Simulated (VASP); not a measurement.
# CdTe (F-43m) in VASP: settings compared

Aim: see how the results for CdTe move with the level of theory and the settings. Levels: PBE, PBEsol. Tasks: single point.

Everything below comes from runs of VASP 6.6.1. Logs are shortened: lines on timing, memory, paths and dates and some standing lists are left out, and cuts for length are marked.

**What was measured.**

A printed reference work, data compilation reports, for a bulk crystal of CdTe at 0 K: band gap 1.607 eV.

The results are compared with them further down.

## 1. The cell of the first run

It takes space group F-43m (No. 216, cubic). The conventional cell has a = 6.618 Å, b = 6.618 Å, c = 6.618 Å, α = 90.00°, β = 90.00°, γ = 90.00°. Te (site symmetry -43m) has 4 Cd at 2.87 Å within 3.8 Å. Within 3.8 Å of Cd (site symmetry -43m) lie 4 Te at 2.87 Å.

## 2. Single point, PBE

Input file INCAR:

```
PREC     = Accurate       # precision mode
ENCUT    = 520            # plane-wave cutoff, eV
EDIFF    = 1E-7           # SCF threshold, eV
ISMEAR   = -1             # smearing method
SIGMA    = 0.05           # smearing width, eV
LREAL    = False          # projectors in reciprocal space
LASPH    = True           # aspherical terms in the spheres
NELM     = 60             # most SCF steps
ALGO     = Normal         # electronic algorithm
ISIF     = 2              # what is computed and relaxed
LWAVE    = False          # write WAVECAR
LCHARG   = False          # write CHGCAR
GGA      = PE             # functional
NBANDS   = 16             # bands
```

Input file KPOINTS:

```
Automatic mesh
0
Gamma
  7 7 7
```

Input file POSCAR:

```
CdTe
1.0
    0.0000000000      3.3087625993      3.3087625993
    3.3087625993      0.0000000000      3.3087625993
    3.3087625993      3.3087625993      0.0000000000
Te Cd
1 1
Direct
    0.7500000000      0.7500000000      0.7500000000
    0.0000000000      0.0000000000      0.0000000000
```

Potentials or basis: VASP PAW PBE potentials, release 64 (Te, Cd).

Launch:

```console
> cat potpaw_PBE.64/Te/POTCAR potpaw_PBE.64/Cd/POTCAR > POTCAR
> mpirun -np 1 vasp_std > vasp.out
```

OUTCAR:

```text
PREC = Accurate
   ENCUT = 520
   EDIFF = 1E-7
   ISMEAR = -1
   LREAL = False
   LASPH = True
   NELM = 60
   ISIF = 2
   GGA = PE

 ion  position               nearest neighbor table
   1  0.750  0.750  0.750-   2 2.87   2 2.87   2 2.87   2 2.87
   2  0.000  0.000  0.000-   1 2.87   1 2.87   1 2.87   1 2.87

  LATTYP: Found a face centered cubic cell.
 ALAT       =     6.6175251986

  Lattice vectors:

 A1 = (   0.0000000000,   3.3087625993,   3.3087625993)
 A2 = (   3.3087625993,   0.0000000000,   3.3087625993)
 A3 = (   3.3087625993,   3.3087625993,   0.0000000000)

Analysis of symmetry for initial positions (statically):
=====================================================================
 Subroutine PRICEL returns:
 Original cell was already a primitive cell.

 Routine SETGRP: Setting up the symmetry group for a
 face centered cubic supercell.

 Subroutine GETGRP returns: Found 24 space group operations
 (whereof 24 operations were pure point group operations)
 out of a pool of 48 trial point group operations.

The static configuration has the point symmetry T_d .

Analysis of symmetry for dynamics (positions and initial velocities):
=====================================================================
 Subroutine PRICEL returns:
 Original cell was already a primitive cell.

 Routine SETGRP: Setting up the symmetry group for a
 face centered cubic supercell.

 Subroutine GETGRP returns: Found 24 space group operations
 (whereof 24 operations were pure point group operations)
 out of a pool of 48 trial point group operations.

The dynamic configuration has the point symmetry T_d .

 Subroutine INISYM returns: Found 24 space group operations
 (whereof 24 operations are pure point group operations),
 and found     1 'primitive' translations

----------------------------------------------------------------------------------------

                                     Primitive cell

  volume of cell :      72.4481

  direct lattice vectors                    reciprocal lattice vectors
     0.000000000  3.308762599  3.308762599    -0.151113894  0.151113894  0.151113894
     3.308762599  0.000000000  3.308762599     0.151113894 -0.151113894  0.151113894
     3.308762599  3.308762599  0.000000000     0.151113894  0.151113894 -0.151113894

  length of vectors
     4.679296943  4.679296943  4.679296943     0.261736942  0.261736942  0.261736942

  position of ions in fractional coordinates (direct lattice)
     0.750000000  0.750000000  0.750000000
     0.000000000  0.000000000  0.000000000

  ion indices of the primitive-cell ions
   primitive index   ion index
                 1           1
                 2           2

----------------------------------------------------------------------------------------

 KPOINTS: Automatic mesh

Automatic generation of k-mesh.
 Grid dimensions read from file:
 generate k-points for:    7    7    7

 Generating k-lattice:

  Cartesian coordinates                     Fractional coordinates (reciprocal lattice)
    -0.021587699  0.021587699  0.021587699     0.142857143  0.000000000  0.000000000
     0.021587699 -0.021587699  0.021587699     0.000000000  0.142857143  0.000000000
     0.021587699  0.021587699 -0.021587699     0.000000000  0.000000000  0.142857143

  Length of vectors
     0.037390992  0.037390992  0.037390992

  Shift w.r.t. Gamma in fractional coordinates (k-lattice)
     0.000000000  0.000000000  0.000000000

 Subroutine IBZKPT returns following result:
 ===========================================

 Found     20 irreducible k-points:

 Following reciprocal coordinates:
            Coordinates               Weight
  0.000000  0.000000  0.000000      1.000000
  0.142857  0.000000  0.000000      8.000000
  0.285714  0.000000  0.000000      8.000000
  0.428571  0.000000  0.000000      8.000000
  0.142857  0.142857  0.000000      6.000000
  0.285714  0.142857  0.000000     24.000000
[... 12 lines left out ...]
 -0.428571  0.428571  0.142857     24.000000
 -0.285714  0.428571  0.142857     24.000000
   k-points           NKPTS =     20   k-points in BZ     NKDIM =     20   number of bands    NBANDS=     16
   number of dos      NEDOS =    301   number of ions     NIONS =      2
   total plane-waves  NPLWV =  46656
   dimension x,y,z NGX =    36 NGY =   36 NGZ =   36
   dimension x,y,z NGXF=    72 NGYF=   72 NGZF=   72
   ions per type =               1   1
   NGX,Y,Z   is equivalent  to a cutoff of  12.79, 12.79, 12.79 a.u.
   NGXF,Y,Z  is equivalent  to a cutoff of  25.58, 25.58, 25.58 a.u.
 SYSTEM =  unknown system
   PREC   = accura    normal or accurate (medium, high low for compatibility)
   ISTART =      0    job   : 0-new  1-cont  2-samecut
   ICHARG =      2    charge: 1-file 2-atom 10-const
   ISPIN  =      1    spin polarized calculation?
   LNONCOLLINEAR =      F non collinear calculations
   LSORBIT =      F    spin-orbit coupling
   LASPH  =      T    aspherical Exc in radial PAW
   ENCUT  =  520.0 eV  38.22 Ry    6.18 a.u.   8.70  8.70  8.70*2*pi/ulx,y,z
   NELM   =     60;   NELMIN=  2; NELMDL= -5     # of ELM steps
   EDIFF  = 0.1E-06   stopping-criterion for ELM
   LREAL  =      F    real-space projection
   EDIFFG = 0.1E-05   stopping-criterion for IOM
   NSW    =      0    number of steps for IOM
   IBRION =     -1    ionic relax: 0-MD 1-quasi-New 2-CG
   NFREE  =      0    steps in history (QN), initial steepest desc. (CG)
   ISIF   =      2    stress and relaxation
   ISYM   =      2    0-nonsym 1-usesym 2-fastsym
   POTIM  = 0.5000    time-step for ionic-motion
   TEBEG  =    0.0;   TEEND  =   0.0 temperature during run
   PSTRESS=    0.0 pullay stress
   NELECT =      18.0000    total number of electrons
   NUPDOWN=      -1.0000    fix difference up-down
   EMIN   =  10.00;   EMAX   =-10.00  energy-range for DOS
   EFERMI =   0.00;   METHOD = LEGACY
   ISMEAR =    -1;   SIGMA  =   0.05  broadening in eV -4-tet -1-fermi 0-gaus
   EFERMI_NEDOS =   21; number of points for ismear=-14 and -15
   IALGO  =     38    algorithm
   IMIX   =      4    mixing-type and parameters
     AMIX     =   0.40;   BMIX     =  1.00
     AMIX_MAG =   1.60;   BMIX_MAG =  1.00
  volume/ion in A,a.u.               =      36.22       244.45
  Fermi-wavevector in a.u.,A,eV,Ry     =   1.029177  1.944862 14.411362  1.059205
  Thomas-Fermi vector in A             =   2.163211
   LORBIT       =      0    0 simple, 1 ext, 2 COOP (PROOUT), +10 PAW based schemes
   GGA     = PE    functional components
   LHFCALC =     F    Hartree Fock is set to
   AEXX    =    0.0000 exact exchange contribution
   IVDW    =     0    specifies the selected vdW correction
   LEPSILON=     F    determine dielectric tensor
   LRPA    =     F    only Hartree local field effects (RPA)
 non-spin polarized calculation
  energy-cutoff  :      520.00
  volume of cell :       72.45
 maximum number of plane-waves:      1968
   NGX = 17   NGY = 17   NGZ = 17

 number of electron      18.0000006 magnetization

 Free energy of the ion-electron system (eV)
  ---------------------------------------------------
  ext. energy  EPLUGINS =         0.00000000
  ---------------------------------------------------
  free energy    TOTEN  =        -4.81069598 eV

  energy without entropy =       -4.81067165  energy(sigma->0) =       -4.81068382

 E-fermi :   2.1268     XC(G=0):  -8.3096

 val. band max:        1.8011273622   @ k =   0.0000   0.0000   0.0000
 cond. band min:       2.3840989817   @ k =   0.0000   0.0000   0.0000
 fundamental gap:      0.5829716195
 Fermi energy:         2.1267638327

 k-point     1 :       0.0000    0.0000    0.0000
  band No.  band energies     occupation
      1      -9.0340      2.00000
      2      -6.2911      2.00000
      3      -6.2911      2.00000
      4      -6.2911      2.00000
      5      -6.0742      2.00000
      6      -6.0742      2.00000
[... 8 lines left out ...]
     15      11.0475      0.00000
     16      11.0475      0.00000

 k-point     2 :       0.1429    0.0000    0.0000
  band No.  band energies     occupation
      1      -8.9694      2.00000
      2      -6.2793      2.00000
      3      -6.2793      2.00000
      4      -6.2351      2.00000
      5      -6.0750      2.00000
      6      -6.0750      2.00000
[... 8 lines left out ...]
     15      10.3251      0.00000
     16      10.3251      0.00000

 k-point     3 :       0.2857    0.0000    0.0000
  band No.  band energies     occupation
      1      -8.8245      2.00000
      2      -6.2556      2.00000
      3      -6.2556      2.00000
      4      -6.0734      2.00000
      5      -6.0734      2.00000
      6      -6.0542      2.00000
[... 8 lines left out ...]
     15      10.3264      0.00000
     16      10.3264      0.00000

 k-point     4 :       0.4286    0.0000    0.0000
  band No.  band energies     occupation
      1      -8.7104      2.00000
      2      -6.2403      2.00000
      3      -6.2403      2.00000
      4      -6.0678      2.00000
      5      -6.0678      2.00000
      6      -5.8163      2.00000
[... 8 lines left out ...]
     15      11.4666      0.00000
     16      11.4666      0.00000
[... 248 lines left out ...]
 k-point    18 :      -0.4286    0.2857    0.1429
  band No.  band energies     occupation
      1      -8.6429      2.00000
      2      -6.2129      2.00000
      3      -6.2030      2.00000
      4      -6.0934      2.00000
      5      -6.0677      2.00000
      6      -5.7055      2.00000
[... 8 lines left out ...]
     15      11.5939      0.00000
     16      12.5692      0.00000

 k-point    19 :      -0.4286    0.4286    0.1429
  band No.  band energies     occupation
      1      -8.6077      2.00000
      2      -6.1849      2.00000
      3      -6.1822      2.00000
      4      -6.1181      2.00000
      5      -6.0591      2.00000
      6      -5.6562      2.00000
[... 8 lines left out ...]
     15      12.2846      0.00000
     16      13.0323      0.00000

 k-point    20 :      -0.2857    0.4286    0.1429
  band No.  band energies     occupation
      1      -8.5995      2.00000
      2      -6.1958      2.00000
      3      -6.1835      2.00000
      4      -6.0993      2.00000
      5      -6.0701      2.00000
      6      -5.6054      2.00000
[... 8 lines left out ...]
     15      11.7811      0.00000
     16      13.4368      0.00000

------------------------ aborting loop because EDIFF is reached ----------------------------------------

  FORCE on cell =-STRESS in cart. coord.  units (eV):
  Direction    XX          YY          ZZ          XY          YZ          ZX
  --------------------------------------------------------------------------------------
  -------------------------------------------------------------------------------------
  Total        0.0528991      0.0528991      0.0528991     -0.0000000     -0.0000000     -0.0000000
  in kB        1.1698558      1.1698558      1.1698558     -0.0000000     -0.0000000     -0.0000000
  external PRESSURE =       1.1698558 kB  Pullay stress =       0.0000000 kB

 VOLUME and BASIS-vectors are now :
 -----------------------------------------------------------------------------
  energy-cutoff  :      520.00
  volume of cell :       72.45
      direct lattice vectors                 reciprocal lattice vectors
     0.000000000  3.308762599  3.308762599    -0.151113894  0.151113894  0.151113894
     3.308762599  0.000000000  3.308762599     0.151113894 -0.151113894  0.151113894
     3.308762599  3.308762599  0.000000000     0.151113894  0.151113894 -0.151113894

 POSITION                                       TOTAL-FORCE (eV/Angst)
 -----------------------------------------------------------------------------------
      4.96314      4.96314      4.96314        -0.000000     -0.000000     -0.000000
      0.00000      0.00000      0.00000         0.000000      0.000000      0.000000
 -----------------------------------------------------------------------------------
    total drift:                                0.000000      0.000000      0.000001

  FREE ENERGIE OF THE ION-ELECTRON SYSTEM (eV)
  ---------------------------------------------------
  free  energy   TOTEN  =        -4.8106959847 eV

  energy  without entropy=       -4.8106716498  energy(sigma->0) =       -4.81068382
```

Run time: 25 s. Hardware: 1 thread of Intel Xeon 8259CL, shared host; peak memory 0.21 GiB.

What came out:

* Free energy: -4.8107 eV
* Pressure: 0.1 GPa
* Band gap on the k mesh: 0.58 eV

Caveat: spin-orbit coupling is left out, which moves the levels of the heavy elements.

(Part 1 of 2 ends here.)
